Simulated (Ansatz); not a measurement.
BP in the zincblende structure, relaxed with r2SCAN in the PAW code Ansatz. The symmetry is F-43m (No. 216, cubic); conventional cell a = 4.537 Å, 11.67 Å³ an atom. B is surrounded by 4 P at 1.96 Å; P is surrounded by 4 B at 1.96 Å.

The axes x, y and z are those of this cell:
```yaml
crystal:
  lattice:
    - [0.00000, 2.26832, 2.26832]
    - [2.26832, 0.00000, 2.26832]
    - [2.26832, 2.26832, 0.00000]
  atoms:
    - { symbol: B, position: [0.00000, 0.00000, 0.00000] }
    - { symbol: P, position: [0.25000, 0.25000, 0.25000] }
```

Unstrained: PBE gives an indirect gap of 1.238 eV, from Γ to Γ–X (0.83 of the way from Γ); the least direct gap is 3.405 eV at Γ. r2SCAN gives an indirect gap of 1.410 eV, from Γ to Γ–X (0.83 of the way from Γ); the least direct gap is 3.602 eV at Γ. The HSE06 gap is indirect, 1.964 eV (Γ to Γ–X (0.83 of the way from Γ)), below the direct gap of 4.344 eV at Γ. Meshes: PBE 10×10×10, r2SCAN 10×10×10, HSE06 6×6×6. Strains are changes of length per length. After each strain the atoms were relaxed again with r2SCAN within the symmetry that the strain leaves, so tilts or polar shifts that break it weren't tested; points keep the names that they have in the unstrained zone. Calculated for a static, non-magnetic cell.

(1) Estimate what uniaxial -2.0 % along z, other directions held does to the gap.

(2) Apply uniaxial +2.0 % along z, other directions held. How far does the gap move, against the unstrained cell?

(3) Estimate what uniaxial -3.0 % along z, other directions held does to the gap.

(4) Apply uniaxial +3.0 % along z, other directions held. How far does the gap move, against the unstrained cell?

(5) Apply uniaxial +4.0 % along z, other directions held. How far does the gap move, against the unstrained cell?

(6) Apply uniaxial -4.0 % along z, other directions held. How far does the gap move, against the unstrained cell?

(7) Estimate what uniaxial -1.0 % along z, other directions held does to the gap.

(8) Apply uniaxial +1.0 % along z, other directions held. How far does the gap move, against the unstrained cell?

(9) Order the strained cells by their HSE06 gap, smallest first.
A. uniaxial -1.0 % along z, other directions held
B. uniaxial +4.0 % along z, other directions held
C. uniaxial +1.0 % along z, other directions held
D. uniaxial +3.0 % along z, other directions held
E. uniaxial +2.0 % along z, other directions held
F. uniaxial -4.0 % along z, other directions held
G. uniaxial -2.0 % along z, other directions held
H. uniaxial -3.0 % along z, other directions held

Answers

(1) PBE: the gap goes from 1.238 to 0.905 eV (-0.333 eV); with r2SCAN the top three valence levels at Γ, degenerate before, become 1+2 from the top over 208 meV. r2SCAN: the gap goes from 1.410 to 1.061 eV (-0.349 eV). HSE06: the gap goes from 1.964 to 1.617 eV (-0.347 eV). The r2SCAN energy rises by 5.3 meV an atom.

(2) PBE: the gap goes from 1.238 to 1.118 eV (-0.120 eV); the edges go from Γ → Γ–X (0.83) to Γ → Γ–X (0.82); with r2SCAN the top three valence levels at Γ, degenerate before, become 2+1 from the top over 209 meV. r2SCAN: the gap goes from 1.410 to 1.282 eV (-0.128 eV); the edges go from Γ → Γ–X (0.83) to Γ → Γ–X (0.82). HSE06: the gap goes from 1.964 to 1.837 eV (-0.127 eV); the edges go from Γ → Γ–X (0.83) to Γ → Γ–X (0.82). The r2SCAN energy rises by 5.2 meV an atom.

(3) PBE: the gap goes from 1.238 to 0.735 eV (-0.503 eV); with r2SCAN the top three valence levels at Γ, degenerate before, become 1+2 from the top over 311 meV. r2SCAN: the gap goes from 1.410 to 0.884 eV (-0.526 eV). HSE06: the gap goes from 1.964 to 1.440 eV (-0.524 eV). The r2SCAN energy rises by 12.1 meV an atom.

(4) PBE: the gap goes from 1.238 to 1.060 eV (-0.178 eV); the edges go from Γ → Γ–X (0.83) to Γ → Γ–X (0.82); with r2SCAN the top three valence levels at Γ, degenerate before, become 2+1 from the top over 314 meV. r2SCAN: the gap goes from 1.410 to 1.220 eV (-0.190 eV); the edges go from Γ → Γ–X (0.83) to Γ → Γ–X (0.82). HSE06: the gap goes from 1.964 to 1.774 eV (-0.190 eV); the edges go from Γ → Γ–X (0.83) to Γ → Γ–X (0.82). The r2SCAN energy rises by 11.6 meV an atom.

(5) PBE: the gap goes from 1.238 to 1.002 eV (-0.236 eV); the edges go from Γ → Γ–X (0.83) to Γ → Γ–X (0.82); with r2SCAN the top three valence levels at Γ, degenerate before, become 2+1 from the top over 419 meV. r2SCAN: the gap goes from 1.410 to 1.158 eV (-0.252 eV); the edges go from Γ → Γ–X (0.83) to Γ → Γ–X (0.82). HSE06: the gap goes from 1.964 to 1.713 eV (-0.251 eV); the edges go from Γ → Γ–X (0.83) to Γ → Γ–X (0.82). The r2SCAN energy rises by 20.5 meV an atom.

(6) PBE: the gap goes from 1.238 to 0.564 eV (-0.674 eV); with r2SCAN the top three valence levels at Γ, degenerate before, become 1+2 from the top over 414 meV. r2SCAN: the gap goes from 1.410 to 0.705 eV (-0.705 eV). HSE06: the gap goes from 1.964 to 1.261 eV (-0.703 eV). The r2SCAN energy rises by 21.6 meV an atom.

(7) PBE: the gap goes from 1.238 to 1.072 eV (-0.166 eV); with r2SCAN the top three valence levels at Γ, degenerate before, become 1+2 from the top over 104 meV. r2SCAN: the gap goes from 1.410 to 1.237 eV (-0.173 eV). HSE06: the gap goes from 1.964 to 1.792 eV (-0.172 eV). The r2SCAN energy rises by 1.3 meV an atom.

(8) PBE: the gap goes from 1.238 to 1.177 eV (-0.061 eV); the edges go from Γ → Γ–X (0.83) to Γ → Γ–X (0.82); with r2SCAN the top three valence levels at Γ, degenerate before, become 2+1 from the top over 104 meV. r2SCAN: the gap goes from 1.410 to 1.346 eV (-0.064 eV); the edges go from Γ → Γ–X (0.83) to Γ → Γ–X (0.82). HSE06: the gap goes from 1.964 to 1.900 eV (-0.064 eV); the edges go from Γ → Γ–X (0.83) to Γ → Γ–X (0.82). The r2SCAN energy rises by 1.3 meV an atom.

(9) F (1.26 eV), H (1.44 eV), G (1.62 eV), B (1.71 eV), D (1.77 eV), A (1.79 eV), E (1.84 eV), C (1.90 eV).

Where an edge lies off the special points, it is a point of the mesh or the k point where a search put PBE's edge or least direct gap, reused for the other functionals, whose own edges may lie a little apart.

The meshes of the hybrids are coarse, so their gaps aren't converged to the digits shown.

The splittings at Γ are without spin-orbit coupling, which regroups them where it is of like size or larger.
